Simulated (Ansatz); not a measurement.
Nb in Ansatz: the effect of functional

The system is Nb.

```
CELL_PARAMETERS angstrom
0.00000 2.12901 2.12901
2.12901 0.00000 2.12901
2.12901 2.12901 0.00000
ATOMIC_POSITIONS crystal
Nb 0.00000 0.00000 0.00000
```

This isn't the form of Nb at room conditions, which is bcc.

The cell isn't the ideal one: volume scaled by 1.02.

Alike in all runs:

* Program: Ansatz 0.2.0
* Task: single point
* Potentials or basis: Ansatz PAW
* k mesh: 11 × 11 × 11
* Occupations: fermi-dirac, width 0.05 eV
* Spin: no spin polarisation

```tsv
functional	cutoff	pressure (GPa)
LDA	420 eV (not typed: the program's choice for these potentials)	?
PBEsol	420 eV (not typed: the program's choice for these potentials)	-10.2
r2SCAN	500 eV (not typed: the program's choice for these potentials)	-5.4
```

Question: What does the run with functional LDA give?

Answer: Pressure -13.7 GPa.

Caveats: the PAW data sets come from PBE, with cores solved anew for the run's functional, which leaves a small shift of forces and pressure.

Runs at the PBE level aren't shown here.
